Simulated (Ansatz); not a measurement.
**Bi (C2/m): electronic heat capacity and spin susceptibility from the density of states**

The calculation used DFT PBEsol, scalar-relativistic, plane waves, PAW (Ansatz).

Cutoff 420 eV; k points 10×10×14 on the computed 2-atom cell (Γ-centred); Gaussian smearing, width 0.10 eV; no spin polarisation.

Relaxed cell: C2/m, a = 7.033 Å, b = 6.284 Å, c = 3.299 Å, α = 90.00°, β = 117.32°, γ = 90.00°, 2 atoms in the primitive cell. This form isn't the element's structure at ambient conditions.

The density of states at the Fermi level is 1.104 states/eV in the cell of 2 atoms (2 formula units; both spins, tetrahedra on a 15×15×21 mesh).

What Sommerfeld coefficient and Pauli susceptibility does this give?

Per formula unit N(E_F) = 0.552 states/eV. γ = (π²/3) k_B² N(E_F) N_A = 2.357 mJ/(mol K²) per state/eV, so γ = 1.3 mJ/(mol K²), a mole of formula units. χ_P = μ_B² N(E_F) N_A = 3.23×10⁻⁵ emu/mol per state/eV gives 1.8×10⁻⁵ emu/mol. This is the bare band result: a measured γ of the same phase is as a rule larger by a factor 1 + λ from phonons and spin fluctuations, the spin part of χ is larger by the Stoner factor, and a measured χ also holds orbital and core terms. N(E_F) at one energy is sensitive to the mesh where the density of states has sharp peaks.

Spin-orbit coupling is left out, which matters for the bands of heavy elements.

Cost: 1 run of about 1.4 core-minutes, on Arm Neoverse V2 (shared hosts).